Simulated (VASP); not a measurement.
Write the native input for VASP 6.6.1 that does the following.

| Property | Result |
| --- | --- |
| Task | relaxation of cell and atoms |
| Functional | BEEF-vdW |
| Potentials or basis | VASP PAW PBE potentials, release 64 (Pt, S) |
| Cutoff | 600 eV |
| k mesh | 9 × 9 × 5 |
| Occupations | fermi-dirac, width 0.05 eV |
| Spin | no spin polarisation |
| Further INCAR settings | ALGO = Normal; EDIFF = 1e-07; IBRION = 2; EDIFFG = -0.01; NSW = 60; ISIF = 3 |

The structure of PtS2 lies in POSCAR:

```
PtS2
1.0
    3.5432000000      0.0000000000      0.0000000000
   -1.7716000000      3.0685012107      0.0000000000
    0.0000000000      0.0000000000      5.0388000000
Pt S
1 2
Direct
    0.0000000000      0.0000000000      0.0000000000
    0.6666666667      0.3333333333      0.7730000000
    0.3333333333      0.6666666667      0.2270000000
```

One way to write it, as run:

INCAR

```
SYSTEM = PtS2
PREC = Accurate
ENCUT = 600
EDIFF = 1E-7
ISMEAR = -1
SIGMA = 0.05
LREAL = .False.
LASPH = .True.
NELM = 80
ALGO = Normal
ISIF = 3
LWAVE = .False.
LCHARG = .False.
GGA = BF
LUSE_VDW = .True.
ZAB_VDW = -1.8867
IBRION = 2
NSW = 60
EDIFFG = -0.01
```

KPOINTS

```
regular mesh
0
Gamma
  9 9 5
  0 0 0
```

Potentials or basis: VASP PAW PBE potentials, release 64 (Pt, S).

Launch:

```bash
$ cat potpaw_PBE.64/Pt/POTCAR potpaw_PBE.64/S/POTCAR > POTCAR
$ mpirun -np 1 vasp_std > vasp.out
```

Results of the run:

The relaxed volume is 21.57 Å³/atom. The relaxed cell is a = 3.579 Å, b = 3.579 Å, c = 5.834 Å, α = 90.00°, β = 90.00°, γ = 120.00°, the space group after relaxing (to 0.05 Å) is P-3m1 (No. 164) and the energy gained by relaxing is 74.6 meV/atom. The ionic steps are 28. The pressure after relaxing is 0.0 GPa. The band gap on the k mesh is 1.35 eV, indirect (least direct gap 1.41 eV).

Caveat: the volume moved by over 15 % at a fixed basis, so the end points are rough; the PAW data sets were made with another functional, which shifts forces and pressure a little; spin-orbit coupling is left out, which moves the levels of the heavy elements; an odd mesh through Γ misses points on the zone boundary, where band edges often lie; the volume moved by +18 % from the deposited cell, more than functionals usually miss.

Wall time 21 min on 1 thread of Intel(R) Xeon(R) Platinum 8488C (Sapphire Rapids) (shared host), peak memory 0.42 GiB.
